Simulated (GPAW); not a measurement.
# Al (P6_3/mmc) in GPAW: single point with PBE

Aim: the single point of Al with PBE.

All numbers are computed with GPAW 26.7.0; they aren't measurements. Logs are shortened: lines on timing, memory, paths and dates and some standing lists are left out, and cuts for length are marked. The log counts tension as positive stress, the text compression.

### Step 1. Starting point

The structure is hexagonal, space group P6_3/mmc (No. 194). Conventional cell: a = 2.812 Å, b = 2.812 Å, c = 4.867 Å, α = 90.00°, β = 90.00°, γ = 120.00°. Around Al (site symmetry -6m2) lie 12 Al at 2.81 to 2.93 Å.

This isn't the form of Al at room conditions, which is fcc.

### Step 2. Single point, PBE

The input, run.py:

```python
from ase.io import read
from gpaw import PW
from gpaw.dft import DFT

atoms = read('POSCAR')

dft = DFT(atoms,
          mode=PW(600),
          xc='PBE',
          kpts={'size': (11, 11, 6), 'gamma': True},
          occupations={'name': 'fermi-dirac', 'width': 0.05},
          nbands=10,
          convergence={'density': 1e-05, 'energy': 1e-05},
          maxiter=150,
          txt='gpaw.txt')
print(f'Energy: {dft.calculate_energy():.6f} eV')
print('Forces (eV/A):')
print(dft.calculate_forces().round(4))
print('Stress (eV/A^3):', dft.calculate_stress().round(6))
dft.write_gpw_file('gs.gpw')
```

The input, POSCAR:

```
Al
1.0
    2.8124553515      0.0000000000      0.0000000000
   -1.4062276757      2.4356577814      0.0000000000
    0.0000000000      0.0000000000      4.8668500000
Al
2
Direct
    0.3333333333      0.6666666667      0.2500000000
    0.6666666667      0.3333333333      0.7500000000
```

Potentials or basis: GPAW PAW data sets (gpaw-data 1.2.1), pw.

Command:

```
$ OMP_NUM_THREADS=1 python run.py
```

gpaw.txt:

```text
Diagonalizing LCAO Hamiltonian
Converting LCAO to pw mode

          Al

        Al

Atoms  # Å, Bohr magnetons
|   | symbol |         x |        y |        z |    initial magnetic moments |
|---|--------|-----------|----------|----------|-----------------------------|
| 0 |     Al | -0.000000 | 1.623772 | 1.216713 | ( 0.0000,  0.0000,  0.0000) |
| 1 |     Al |  1.406228 | 0.811886 | 3.650138 | ( 0.0000,  0.0000,  0.0000) |

Unit cell  # Å
| periodic |         x |        y |        z |  lengths |     angles |
|----------|-----------|----------|----------|----------|------------|
|      yes |  2.812455 | 0.000000 | 0.000000 | 2.812455 |  90.000000 |
|      yes | -1.406228 | 2.435658 | 0.000000 | 2.812455 |  90.000000 |
|      yes |  0.000000 | 0.000000 | 4.866850 | 4.866850 | 120.000000 |

Number of symmetries: 12
Symmetry operations  # r_c * U_cc + t_c -> r_c
|    | kind |            matrix            |
|----|------|------------------------------|
|  0 |  σ   |  1, 1, 0,  0,-1, 0,  0, 0, 1 |
|  1 |  S6  |  1, 1, 0, -1, 0, 0,  0, 0,-1 |
|  2 |  E   |  1, 0, 0,  0, 1, 0,  0, 0, 1 |
|  3 |  C2  |  1, 0, 0, -1,-1, 0,  0, 0,-1 |
|  4 |  C2  |  0, 1, 0,  1, 0, 0,  0, 0,-1 |
|  5 |  C3  |  0, 1, 0, -1,-1, 0,  0, 0, 1 |
|  6 |  S6  |  0,-1, 0,  1, 1, 0,  0, 0,-1 |
|  7 |  σ   |  0,-1, 0, -1, 0, 0,  0, 0, 1 |
|  8 |  σ   | -1, 0, 0,  1, 1, 0,  0, 0, 1 |
|  9 |  i   | -1, 0, 0,  0,-1, 0,  0, 0,-1 |
| 10 |  C3  | -1,-1, 0,  1, 0, 0,  0, 0, 1 |
| 11 |  C2  | -1,-1, 0,  0, 1, 0,  0, 0,-1 |

BZ-sampling:
  Number of BZ points: 726
  Number of IBZ points: 84

  Monkhorst-Pack size: [11, 11, 6]
  Monkhorst-Pack shift: [0.0, 0.0, 0.08333333333333333]

K-points  # in reciprocal-cell coordinates
|     |                                coordinates |     weight |
|-----|--------------------------------------------|------------|
|   0 | (  0.00000000,   0.00000000,   0.00000000) | 0.00137741 |
|   1 | (  0.00000000,   0.00000000,   0.16666667) | 0.00275482 |
|   2 | (  0.00000000,   0.00000000,   0.33333333) | 0.00275482 |
|   3 | (  0.00000000,   0.00000000,   0.50000000) | 0.00137741 |
|   4 | (  0.09090909,   0.00000000,  -0.33333333) | 0.00826446 |
|   5 | (  0.09090909,   0.00000000,  -0.16666667) | 0.00826446 |
|   6 | (  0.09090909,   0.00000000,   0.00000000) | 0.00826446 |
|   7 | (  0.09090909,   0.00000000,   0.16666667) | 0.00826446 |
|   8 | (  0.09090909,   0.00000000,   0.33333333) | 0.00826446 |
|   9 | (  0.09090909,   0.00000000,   0.50000000) | 0.00826446 |
| ... |                                            |            |
|  83 | (  0.45454545,   0.45454545,   0.50000000) | 0.00826446 |

Plane wave coefficients: 1136
Cutoff: 600.0 eV

Spin-components: 1 (collinear spins)
Bands:           10
Projectors:      10
Spin-degeneracy: 2
Datatype:        complex128

Density:
  Valence electrons: 6.0
  Components: 1
  Grid points: [16 16 28]
  Charge: 0.0  # |e|

Potential:
  Grid points: [16 16 28]

species:
  Al:
    name:    Aluminium
    Z:       13.0
    valence: 3
    core:    10
    charge:  0.0  # [|e|]
    compensation charges:
      type: gauss
      rc: 0.34  # [Å]
      lmax: 2
    cutoffs:
      filter: 1.91  # [Å]
      core: 2.36  # [Å]
    projectors
    | kind |    occ | energy [eV] | rcut [Å] |
    |------|--------|-------------|----------|
    |   3s |  2.000 |      -7.753 |    1.085 |
    |   3p |  1.000 |      -2.712 |    1.085 |
    |    s |        |      19.459 |    1.085 |
    |    p |        |      24.499 |    1.085 |
    |    d |        |       0.000 |    1.085 |

    Using partial waves for Al as LCAO basis

Reference energy: -13206.846530  # eV

eigensolver:
  PPCG
  Converge bands: occupied
  niter=2

density mixing:
  MSR1-Mixer
  Pratt-step length: 0.05
  Maximum mixing coefficient: 0.75
  Old densities: 10
  SVD Regularization: 0.005
  Good broyden scale: 1.0
  Trust region scale: 1.0
  Backstep threshold: 4.0
  History deletion threshold: 6.0
  Fourier metric: weight=20.0, sigma=0.015

occupation numbers:
  Fermi-Dirac:
    width: 0.0500  # eV

poisson solver:
  ecut: 4800.0  # eV

xc functional:
  name: PBE with 2 nearest neighbor stencil

convergence criteria:
- Maximum integral of absolute [dens]ity change: 1e-05 electrons / valence electron
- Maximum [total energy] change in last 3 cyles: 1e-05 eV / valence electron
- Maximum integral of absolute [eigenst]ate change: 4e-08 eV^2 / valence electron
maximum number of iterations: 150

SCF iterations
|iter     | |      energy | eigst |  dens |
|---------|-|-------------|-------|-------|
|iter:   1| |   -7.420560 | -0.23 |       |
|iter:   2| |   -7.420731 | -3.32 | -0.98 |
|iter:   3| |   -7.416774 | -3.39 | -1.00 |
|iter:   4| |   -7.416986 | -3.99 | -1.56 |
|iter:   5| |   -7.417001 | -5.92 | -2.96 |
|iter:   6| |   -7.417004c| -6.43 | -3.36 |
|iter:   7| |   -7.417004c| -7.91c| -4.31 |
|iter:   8| |   -7.417004c| -8.57c| -4.77 |
|iter:   9| |   -7.417004c| -9.86c| -5.91c|
SCF steps: 9
Energy contributions relative to reference atoms: (reference = -13206.846530)

Energy contributions:
  Kinetic:           7.406214
  Coulomb:          -3.665572
  Zero:             -0.012900
  External:          0.000000
  Xc:              -11.142483
  Entropy:          -0.004526
  Spinorbit:         0.000000
  ----------------------------
  Free energy:      -7.419267
  Extrapolated:     -7.417004

Forces  # eV/Ang
|        x |        y |        z |
|----------|----------|----------|
|  0.00000 | -0.00000 | -0.00000 |  # Al   0
| -0.00000 |  0.00000 |  0.00000 |  # Al   1

Stress tensor  # eV/Ang^3
|         x |         y |         z |
|-----------|-----------|-----------|
| -0.011404 |  0.000000 |  0.000000 |
|  0.000000 | -0.011404 | -0.000000 |
|  0.000000 | -0.000000 |  0.017424 |

Writing to gs.gpw (mode='')

  __  _  _
 | _ |_)|_||  |
 |__||  | ||/\| - 26.7.0

Input parameters:
  mode=PW(ecut=600.0),
  convergence={'density': 1e-05, 'energy': 1e-05},
  kpts=MonkhorstPack(size=(11, 11, 6), gamma=True),
  maxiter=150,
  nbands=10,
  occupations=Occupations(name='fermi-dirac', width=0.05),
  xc=XC(name='PBE')
# Writing to gs.gpw (mode='')
```

stdout:

```text
Energy: -7.417004 eV
Forces (eV/A):
[[ 0. -0. -0.]
 [-0.  0.  0.]]
Stress (eV/A^3): [-0.011404 -0.011404  0.017424 -0.        0.        0.      ]
```

Wall time 9.7 s (1 thread of Arm Neoverse V2, shared host); peak memory 0.15 GiB.

Results:

```yaml
Free_energy: -7.4193 eV
Pressure: 0.3 GPa
Band_gap_on_the_k_mesh: none (metal or under the smearing width)
```

Stress tensor (GPa, compression positive):
```
 1.83  0.00  0.00
 0.00  1.83  0.00
 0.00  0.00 -2.79
```

### Step 3. For comparison

An earlier run on the cell as given: functional PBE; potentials or basis GPAW PAW data sets (gpaw-data 1.2.1); cutoff 600 eV; basis pw; k mesh 11 × 11 × 6; occupations fermi-dirac, width 0.05 eV; no spin polarisation.

- Pressure: 0.3 GPa
- Band gap on the k mesh: none (metal or under the smearing width)
